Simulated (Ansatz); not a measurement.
SnSe2 as a 1T monolayer, relaxed with r2SCAN: 6 runs in the plane-wave code Ansatz, each a construction of maximally localised Wannier functions. The sheet's in-plane cell has a = 3.835 Å, b = 3.835 Å (γ = 120.0°), and its outermost atoms lie 3.15 Å apart along the normal. Sn is surrounded by 6 Se at 2.72 Å; Se is surrounded by 3 Sn at 2.72 Å. No magnetic order and no zero-point or thermal motion; the cell was built from a prototype and may be hypothetical.

```
Sn Se
1.0
     3.83519    0.00000    0.00000
    -1.91760    3.32137    0.00000
     0.00000    0.00000   30.06503
Sn Se
1 2
Cartesian
  0.0000 0.0000 9.0000
  0.0000 2.2142 10.5736
  1.9176 1.1071 7.4264
```
The sheet repeats along a and b alone.

Windows count from the top of the filled bands; a dash means that no such window was set (without an outer window there is no disentanglement). Rows marked drawn have settings drawn at random (some not listed).

```
functional  SCF mesh             trial orbitals  functions     mesh     window (eV)   frozen (eV)  settings  Ω total (Å²)  Ω invariant (Å²)  largest spread (Å²)  least projectability  interpolation miss of the model's filled bands (eV, to the nearest computed level)
       PBE     6×6×1                 Se s, Se p          8    6×6×1               –             –    chosen         15.04             13.45                 1.95                  0.58                                                                               0.058
       PBE     6×6×1                 Se s, Se p          8  12×12×1               –             –    chosen         15.93             14.44                 2.09                  0.58                                                                               0.004
    r2SCAN     6×6×1                 Se s, Se p          8    6×6×1               –             –    chosen         14.51             12.97                 1.88                  0.60                                                                               0.050
   PBE+SOC     6×6×1                 Se s, Se p         16    6×6×1               –             –    chosen         30.14             26.93                 1.96                  0.58                                                                                   –
       PBE     6×6×1     Se s, Se p, Sn s, Sn p         12    6×6×1   -15.3 to +8.8             –     drawn         22.71             18.98                 2.80                  0.69                                                                               0.069
       PBE     6×6×1  Sn s, Se p (plain search)          7    6×6×1  -10.0 to +12.8  -7.0 to +1.6     drawn         17.84             17.26                 3.03                  0.42                                                                               0.043
```

For Se s, Se p with PBE the spread goes 15.04 Å² (6×6×1), 15.93 Å² (12×12×1): finite differences on a coarse mesh understate it.

Only the levels marked +SOC include spin-orbit coupling.
